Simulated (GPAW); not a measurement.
**Si/Cu(111): simulated STM images**

Wanted: filled- and empty-state images of Si/Cu(111), with its work function.

Calculated with GPAW 26.7.0; GPAW, PAW setups; slab in vacuum, relaxation, in the first sound run; inputs show where later runs differ.

## (1) Starting point

The cell holds 5 atoms: 4 Cu and 1 Si. Its edges and angles: a = 2.553 Å, b = 2.553 Å, c = 24.462 Å, α = 90.0°, β = 90.0°, γ = 60.0°. Vacuum lies along c.

## (2) Relaxing the atoms

The atoms are relaxed first, since the surface dipole, and with it the work function, follows the positions of the outer layers. The lowest 2 atoms are held at bulk positions and keep their forces.

run.py reads:

```python
import json
import numpy as np
from ase import Atoms
from ase.constraints import FixAtoms
from ase.optimize import BFGS
from gpaw import GPAW, PW

slab = Atoms(
    ['Cu', 'Cu', 'Cu', 'Cu', 'Si'],
    positions=[
        [0.00000, 0.00000, 8.00000],
        [1.27633, 0.73689, 10.08423],
        [2.55266, 1.47378, 12.16847],
        [0.00000, 0.00000, 14.25270],
        [1.27633, 0.00000, 16.46203]],
    cell=[[2.55266, 0.0, 0.0], [1.27633, 2.21066, 0.0], [0.0, 0.0, 24.46203]],
    pbc=[True, True, False])

slab.calc = GPAW(mode=PW(400), xc='PBE', kpts={'size': (14, 14, 1), 'gamma': True},
                 occupations={'name': 'fermi-dirac', 'width': 0.1}, nbands='200%',
                 convergence={'density': 1e-05}, maxiter=200,
                 poissonsolver={'dipolelayer': 'xy'},
                 symmetry={'tolerance': 1e-3, 'extra_ids': [1, 1, 0, 0, 0]}, txt='slab.txt')
result = {}
slab.set_constraint(FixAtoms([0, 1]))
path = []
opt = BFGS(slab, maxstep=0.2)
opt.attach(lambda: path.append((slab.get_potential_energy(), slab.positions.tolist(), slab.get_forces().tolist())))
result['relaxed'] = bool(opt.run(fmax=0.03, steps=40))
result['path'] = path
energy = slab.get_potential_energy()
fermi = slab.calc.get_fermi_level()
v = slab.calc.get_electrostatic_potential().mean((0, 1)) - fermi
n = slab.calc.get_pseudo_density().mean((0, 1))
L = slab.cell[2, 2]
z = np.arange(len(v)) * L / len(v)
low, high = slab.positions[:, 2].min(), slab.positions[:, 2].max()
below, above = np.interp([low - 5.8, high + 5.8], z, v)
slopes = [np.interp(x, z, np.gradient(v, z)) for x in (low - 5.8, high + 5.8)]
eps = np.array([[slab.calc.get_eigenvalues(k, s) for k in range(len(slab.calc.get_ibz_k_points()))]
                for s in range(slab.calc.get_number_of_spins())]) - fermi
top, bottom = eps[eps < 0].max(), eps[eps > 0].min()
dipole = slab.get_dipole_moment()[2]
print(f'energy {energy:.4f} eV, Fermi level {fermi:.4f} eV, dipole {dipole:.5f} e A')
print(f'potential 5.8 A off the faces, from the Fermi level: lower {below:.4f} eV, upper {above:.4f} eV')
print(f'slope of the potential there: lower {slopes[0]:.5f}, upper {slopes[1]:.5f} eV/A')
print(f'nearest levels on the mesh: {top:.4f} and {bottom:.4f} eV')
print('magnetic moment', round(slab.get_magnetic_moment(), 3))
result.update(energy=energy, fermi=fermi, dipole=dipole, below=below, above=above, slopes=slopes, edges=[top, bottom],
              z=z.tolist(), v=v.tolist(), n=n.tolist(), positions=slab.positions.tolist(),
              forces=slab.get_forces(apply_constraint=False).tolist(), moments=slab.get_magnetic_moments().tolist())
json.dump(result, open('result.json', 'w'))
```

Launch:

```sh
$ OMP_NUM_THREADS=1 OPENBLAS_NUM_THREADS=1 python run.py
```

Log:

```text
Step          Energy          fmax
BFGS:    0      -18.510548        0.309641
BFGS:    1      -18.512204        0.269752
BFGS:    2      -18.517120        0.096924
BFGS:    3      -18.517246        0.083955
BFGS:    4      -18.517821        0.032865
BFGS:    5      -18.517922        0.033177
BFGS:    6      -18.517960        0.038939
BFGS:    7      -18.518072        0.047396
BFGS:    8      -18.518266        0.052794
BFGS:    9      -18.518479        0.043541
BFGS:   10      -18.518666        0.019231
energy -18.4880 eV, Fermi level 1.2590 eV, dipole 0.01705 e A
potential 5.8 A off the faces, from the Fermi level: lower 4.8139 eV, upper 4.2673 eV
slope of the potential there: lower -0.00029, upper 0.00023 eV/A
nearest levels on the mesh: -0.0298 and 0.0470 eV
magnetic moment 0.0
```

Run time: 30 min. Hardware: 1 thread of Arm Neoverse V1, shared host; peak memory 0.3 GiB.

The steps of the relaxation:

```tsv
step	energy less that of the first step (eV)	largest force (eV/Å)
1	0.0000	0.3096
2	-0.0016	0.2698
3	-0.0064	0.0969
4	-0.0066	0.0840
5	-0.0072	0.0329
6	-0.0073	0.0332
7	-0.0074	0.0389
8	-0.0075	0.0474
9	-0.0077	0.0528
10	-0.0078	0.0435
11	-0.0080	0.0192
```

The atoms that moved most (Å):

```tsv
atom	dx	dy	dz	length
Cu4	0.000	-0.002	0.067	0.067
Cu3	0.000	-0.001	0.027	0.027
Si5	0.000	-0.004	0.015	0.015
```

Final coordinates:

```xyz
5
Lattice="2.5527 0.0000 0.0000 1.2763 2.2107 0.0000 0.0000 0.0000 24.4620" Properties=species:S:1:pos:R:3
Cu    0.0000    0.0000    8.0000
Cu    1.2763    0.7369   10.0842
Cu    2.5527    1.4730   12.1959
Cu    0.0000   -0.0022   14.3199
Si    1.2763   -0.0039   16.4766
```

This step gave:

* dipole along the normal: 0.01705 e·Å
* levels nearest the Fermi level on the mesh: -0.02980, 0.04697 eV from the Fermi level
* upper work function: 4.267 eV
* lower work function: 4.814 eV

The electrostatic potential energy of an electron (without an applied field's), less the Fermi level, planar mean oscillates, so the rows of the table below give means over windows of 2.04 Å about each position, cut where the curve ends. Its maxima inside the range that stand out by 2 % of the span (Å: eV): 9.1: -0.0527, 11.1: 0.148, 13.3: 0.210, 15.3: -0.966. Its minima: 8.0: -18.8, 10.1: -19.2, 12.2: -19.0, 14.4: -19.2, 16.5: -23.9.

Table of electrostatic potential energy of an electron (without an applied field's), less the Fermi level, planar mean by z; means over each step:

```tsv
z (Å)	electrostatic potential energy of an electron (without an applied field's), less the Fermi level, planar mean (eV)
1.02	4.79
3.06	4.81
5.10	4.75
7.14	-3.84
9.18	-7.88
11.22	-7.58
13.26	-7.48
15.30	-9.01
17.34	-6.38
19.38	4.20
21.42	4.27
23.46	4.28
```

The pseudo valence density, planar mean oscillates, so the rows of the table below give means over windows of 2.04 Å about each position, cut where the curve ends. Its maxima inside the range that stand out by 2 % of the span (Å: e/Å³): 8.0: 2.39, 10.0: 2.28, 12.2: 2.41, 14.3: 2.39, 16.9: 0.344. Its minima: 9.0: 0.246, 11.2: 0.238, 13.3: 0.231, 15.5: 0.263.

The pseudo valence density, planar mean by z; means over each step:

```tsv
z (Å)	pseudo valence density, planar mean (e/Å³)
3.06	1.4e-5
5.10	0.00241
7.14	0.646
9.18	0.911
11.22	0.878
13.26	0.862
15.30	0.670
17.34	0.196
19.38	0.00296
21.42	9.7e-6
```

The relaxation lowered the energy of the cell by 0.00799 eV (energies extrapolated to zero smearing; the optimiser's log prints free energies). The largest force left on a free atom is 0.019 eV/Å.

## (3) The slab's potential

With the geometry fixed, the planar mean of the potential gives the vacuum level on each side.

This step: GPAW, PAW setups; slab in vacuum (GPAW 26.7.0).

Edit run.py of step 2 so:

```diff
@@ -3,4 +3,3 @@
 from ase import Atoms
-from ase.constraints import FixAtoms
-from ase.optimize import BFGS
+from ase.dft.stm import STM
 from gpaw import GPAW, PW
@@ -12,5 +11,5 @@
         [1.27633, 0.73689, 10.08423],
-        [2.55266, 1.47378, 12.16847],
-        [0.00000, 0.00000, 14.25270],
-        [1.27633, 0.00000, 16.46203]],
+        [2.55266, 1.47296, 12.19585],
+        [0.00000, -0.00221, 14.31992],
+        [1.27633, -0.00389, 16.47656]],
     cell=[[2.55266, 0.0, 0.0], [1.27633, 2.21066, 0.0], [0.0, 0.0, 24.46203]],
@@ -22,10 +21,4 @@
                  poissonsolver={'dipolelayer': 'xy'},
-                 symmetry={'tolerance': 1e-3, 'extra_ids': [1, 1, 0, 0, 0]}, txt='slab.txt')
+                 symmetry={'tolerance': 1e-3}, txt='slab.txt')
 result = {}
-slab.set_constraint(FixAtoms([0, 1]))
-path = []
-opt = BFGS(slab, maxstep=0.2)
-opt.attach(lambda: path.append((slab.get_potential_energy(), slab.positions.tolist(), slab.get_forces().tolist())))
-result['relaxed'] = bool(opt.run(fmax=0.03, steps=40))
-result['path'] = path
 energy = slab.get_potential_energy()
@@ -51,2 +44,16 @@
               forces=slab.get_forces(apply_constraint=False).tolist(), moments=slab.get_magnetic_moments().tolist())
+
+# Images need the states of the whole zone, up to time reversal
+slab.calc = slab.calc.fixed_density(symmetry={'point_group': False}, txt='states.txt', nbands='320%',
+                                    convergence={'bands': 'CBM+2.3'})
+stm = STM(slab)
+result['stm'] = []
+for bias in [-1.5, 2.0]:
+    height = high + 3.5
+    current = stm.get_averaged_current(bias, height)
+    x, y, h = stm.scan(bias, current)
+    i, f = divmod(height / L * stm.ldos.shape[2], 1)
+    I = abs((1 - f) * stm.ldos[:, :, int(i)] + f * stm.ldos[:, :, int(i) + 1])
+    print(f'bias {bias} V: mean current at 3.5 A {current:.4e}, corrugation {np.ptp(h):.4f} A')
+    result['stm'].append(dict(bias=bias, current=current, h=(h - high).tolist(), I=I.tolist()))
 json.dump(result, open('result.json', 'w'))
```

Log:

```text
energy -18.4880 eV, Fermi level 1.2589 eV, dipole 0.01698 e A
potential 5.8 A off the faces, from the Fermi level: lower 4.8142 eV, upper 4.2676 eV
slope of the potential there: lower -0.00032, upper 0.00021 eV/A
nearest levels on the mesh: -0.0298 and 0.0470 eV
magnetic moment 0.0
bias -1.5 V: mean current at 3.5 A 3.7677e-05, corrugation 0.0729 A
bias 2.0 V: mean current at 3.5 A 1.2830e-04, corrugation 0.0808 A
```

It took 13 min on 1 thread; peak memory 0.69 GiB.

This step gave:

- dipole along the normal: 0.01698 e·Å
- levels nearest the Fermi level on the mesh: -0.02981, 0.04697 eV from the Fermi level
- upper work function: 4.268 eV
- corrugation -1.5: 0.07294 Å
- corrugation 2: 0.08081 Å

The electrostatic potential energy of an electron (without an applied field's), less the Fermi level, planar mean oscillates, so the rows of the table below give means over windows of 2.04 Å about each position, cut where the curve ends. Its maxima inside the range that stand out by 2 % of the span (Å: eV): 9.1: -0.0528, 11.1: 0.147, 13.3: 0.210, 15.3: -0.966. Its minima: 8.0: -18.8, 10.1: -19.2, 12.2: -19.0, 14.4: -19.2, 16.5: -23.9.

Table of electrostatic potential energy of an electron (without an applied field's), less the Fermi level, planar mean by z; means over each step:

z (Å), electrostatic potential energy of an electron (without an applied field's), less the Fermi level, planar mean (eV) and a bar from the least value:
```
     1.02        4.8 ##############################
     3.06        4.8 ##############################
     5.10        4.7 ##############################
     7.14       -3.8 ###########
     9.18       -7.9 ##
    11.22       -7.6 ###
    13.26       -7.5 ###
    15.30       -9.0 
    17.34       -6.4 ######
    19.38        4.2 #############################
    21.42        4.3 #############################
    23.46        4.3 #############################
```

The pseudo valence density, planar mean oscillates, so the rows of the table below give means over windows of 2.04 Å about each position, cut where the curve ends. Its maxima inside the range that stand out by 2 % of the span (Å: e/Å³): 8.0: 2.39, 10.0: 2.28, 12.2: 2.41, 14.3: 2.39, 16.9: 0.344. Its minima: 9.0: 0.246, 11.2: 0.238, 13.3: 0.231, 15.5: 0.263.

Table of pseudo valence density, planar mean by z; means over each step:

z (Å), pseudo valence density, planar mean (e/Å³) and a bar:
```
     3.06       0.00 
     5.10       0.00 
     7.14       0.65 #####################
     9.18       0.91 ##############################
    11.22       0.88 #############################
    13.26       0.86 ############################
    15.30       0.67 ######################
    17.34       0.20 ######
    19.38       0.00 
    21.42       0.00
```

Tip height over the top atom over a1 and a2. Sample bias -1.5 V, constant current at the mean current 3.5 Å over the top atom.

Ten even steps from '0' (3.471 Å) to '9' (3.544 Å):
```
001368998631
101247898742
111135788753
211123466643
322223334433
333333333333
334554332222
234676432111
135688653111
124789874210
013689986310
002579997520
```
Columns: a1 from 0 to 0.917; rows upwards: a2 from 0 to 0.917.

Local density of states summed over the bias window over a1 and a2. Sample bias -1.5 V, constant height 3.5 Å over the top atom.

Values in units of 1e-5 arbitrary, 12 rows by 12 columns:
```
3.5 3.5 3.6 3.7 3.9 4.1 4.1 4.1 4.1 3.9 3.7 3.6
3.5 3.5 3.5 3.6 3.8 4.0 4.1 4.1 4.1 4.0 3.8 3.6
3.6 3.5 3.5 3.6 3.7 3.8 4.0 4.0 4.0 4.0 3.8 3.7
3.6 3.6 3.6 3.6 3.6 3.7 3.8 3.9 4.0 3.9 3.8 3.7
3.7 3.7 3.6 3.6 3.7 3.7 3.7 3.8 3.8 3.8 3.8 3.7
3.7 3.7 3.7 3.7 3.7 3.7 3.7 3.7 3.7 3.7 3.7 3.7
3.7 3.7 3.8 3.8 3.8 3.8 3.7 3.7 3.6 3.6 3.6 3.6
3.6 3.7 3.8 3.9 4.0 3.9 3.8 3.7 3.6 3.6 3.6 3.6
3.6 3.7 3.8 4.0 4.0 4.0 4.0 3.8 3.7 3.6 3.5 3.5
3.5 3.6 3.8 4.0 4.1 4.1 4.1 4.0 3.8 3.6 3.5 3.5
3.4 3.6 3.7 3.9 4.1 4.1 4.1 4.1 3.9 3.7 3.6 3.4
3.4 3.5 3.6 3.8 4.0 4.1 4.2 4.1 4.0 3.8 3.6 3.5
```
Columns: a1 from 0 to 0.917; rows upwards: a2 from 0 to 0.917.

Tip height over the top atom over a1 and a2. Sample bias 2 V, constant current at the mean current 3.5 Å over the top atom.

Ten even steps from '_' (3.475 Å) to '@' (3.555 Å):
```
::::--++##%%@@@@%%##++--
::..::--==**##%%##**==--
........::--++++++++--::
..______....::------::..
____________............
________________________
__............__________
....::------::....______
..::==++****++==::......
::--++**##%%##**++--::..
::--++##%%@@@@%%##++--::
::--==**%%@@@@@@%%**==--
```
Columns: a1 from 0 to 0.917; rows upwards: a2 from 0 to 0.917.

Local density of states summed over the bias window over a1 and a2. Sample bias 2 V, constant height 3.5 Å over the top atom.

Ten even steps from '_' (1.20 × 1e-4 arbitrary) to '@' (1.43 × 1e-4 arbitrary):
```
::::--++**%%@@@@%%**++--
::::::--==**##%%##**==--
........::==++++++++==::
..______....::------::..
____________............
________________________
__............__________
..::----------::..______
..::==++****++==::......
::--++**##%%##**++--::::
::--++##%%@@@@%%##++--::
::--==**%%@@@@@@%%**==--
```
Columns: a1 from 0 to 0.917; rows upwards: a2 from 0 to 0.917.

Force by atom:

```tsv
atom	x (eV/Å)	y (eV/Å)	z (eV/Å)	size
Cu1	0.0000	0.0018	-0.0758	0.0758
Cu2	0.0000	0.0023	0.0854	0.0854
Cu3	0.0000	-0.0011	-0.0062	0.0063
Cu4	0.0000	0.0000	-0.0191	0.0191
Si5	0.0000	-0.0029	0.0163	0.0166
```

The potential is flat to 3.2e-4 eV/Å where it is read, so the vacuum is wide enough.

## (4) A changed run

One more run, with changed settings.

Edit run.py of step 3 so:

```diff
@@ -3,4 +3,4 @@
 from ase import Atoms
-from ase.dft.stm import STM
 from gpaw import GPAW, PW
+from gpaw.external import ConstantElectricField
 
@@ -19,4 +19,5 @@
                  occupations={'name': 'fermi-dirac', 'width': 0.1}, nbands='200%',
-                 convergence={'density': 1e-05}, maxiter=200,
+                 convergence={'density': 1e-05}, maxiter=75,
                  poissonsolver={'dipolelayer': 'xy'},
+                 external=ConstantElectricField(1.5, [0, 0, 1]),
                  symmetry={'tolerance': 1e-3}, txt='slab.txt')
@@ -44,16 +45,2 @@
               forces=slab.get_forces(apply_constraint=False).tolist(), moments=slab.get_magnetic_moments().tolist())
-
-# Images need the states of the whole zone, up to time reversal
-slab.calc = slab.calc.fixed_density(symmetry={'point_group': False}, txt='states.txt', nbands='320%',
-                                    convergence={'bands': 'CBM+2.3'})
-stm = STM(slab)
-result['stm'] = []
-for bias in [-1.5, 2.0]:
-    height = high + 3.5
-    current = stm.get_averaged_current(bias, height)
-    x, y, h = stm.scan(bias, current)
-    i, f = divmod(height / L * stm.ldos.shape[2], 1)
-    I = abs((1 - f) * stm.ldos[:, :, int(i)] + f * stm.ldos[:, :, int(i) + 1])
-    print(f'bias {bias} V: mean current at 3.5 A {current:.4e}, corrugation {np.ptp(h):.4f} A')
-    result['stm'].append(dict(bias=bias, current=current, h=(h - high).tolist(), I=I.tolist()))
 json.dump(result, open('result.json', 'w'))
```

Log:

```text
gpaw.KohnShamConvergenceError: Did not converge!  See text output for help.
```

The job ended after 18 min (1 thread; peak memory 0.42 GiB).

The run stopped without converging, so none of its numbers is a property of the system.

The fault put into the input: a field far too strong, under a cap of 75 iterations, which ended the run (field = 1.5).

## (5) Results

| Property | Result |
| --- | --- |
| work function, upper and lower face | 4.268 and 4.814 eV |
| dipole along the normal | 0.0170 e Å |
| corrugation at -1.5 V | 0.0729 Å |
| corrugation at 2 V | 0.0808 Å |

In words: The tip height varies by 0.073 to 0.081 Å over the cell, much the same at every bias tried. Negative sample bias images filled states, positive bias empty ones. The two faces differ by 0.55 eV, the step that the slab's dipole makes (e p/(ε0 A) gives 0.54 eV), so the dipole layer is needed. The images are of Tersoff-Hamann type: an s-wave tip, no tip-sample forces, heights closer than in a microscope. The cell of 5.64 Å² holds one Si, started on one chosen site; other sites and coverages weren't tried. The in-plane lattice was kept as typed, which isn't the functional's own and leaves some strain; spin-orbit coupling and temperature are left out.

[Logs are printed without paths, hosts, clocks, repeated set-up lines and the standing remarks that a program may print on its own settings, such as how far it seeks lower states.]

[Hosts, paths, dates, database ids (printed as entryN), source tags and the programs' standing remarks are cut or masked in the printed files.]
